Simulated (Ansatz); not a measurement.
**HfO2: Coordination and 17O quadrupole coupling**

Cell: a structure deposited in the COD, its atoms then relaxed with PBE in this cell.

```cif
data_structure
_symmetry_space_group_name_H-M 'P 1'
_symmetry_Int_Tables_number 1
_cell_length_a 5.1180
_cell_length_b 5.1857
_cell_length_c 5.2841
_cell_angle_alpha 90.000
_cell_angle_beta 99.352
_cell_angle_gamma 90.000
_cell_volume 138.38
loop_
_atom_site_label
_atom_site_type_symbol
_atom_site_fract_x
_atom_site_fract_y
_atom_site_fract_z
_atom_site_occupancy
Hf1 Hf 0.27670 0.04188 0.20813 1
Hf2 Hf 0.72330 0.54188 0.29187 1
Hf3 Hf 0.72330 0.95812 0.79187 1
Hf4 Hf 0.27670 0.45812 0.70813 1
O5 O 0.44655 0.75838 0.48027 1
O6 O 0.55345 0.25838 0.01973 1
O7 O 0.55345 0.24162 0.51973 1
O8 O 0.44655 0.74162 0.98027 1
O9 O 0.07264 0.33925 0.33894 1
O10 O 0.92736 0.83925 0.16106 1
O11 O 0.92736 0.66075 0.66106 1
O12 O 0.07264 0.16075 0.83894 1
```

Atoms are numbered from 1 in the order listed; like atoms form one site, named after its first atom.

All values are calculated (Ansatz; DFT, PBE, plane waves and PAW, with spin–orbit coupling, 420 eV cutoff, Γ-centred 6×6×6 k-points, Fermi–Dirac smearing 0.02 eV), not measured.

Q(17O) = -25.58 mb.

(1) Rank these O sites by |C_Q|, smallest first.
A. O9: 3 Hf at 2.04–2.15 Å
B. O5: 4 Hf at 2.14–2.24 Å

Results:

(1) B (0.660 MHz, η = 1.00), A (0.833 MHz, η = 0.87).

Like point charges on the first shell alone (each adding as 1/d³) would give the same order.

At this cell the principal stresses reach 5 GPa in size with PBE, which can matter for small gradients.
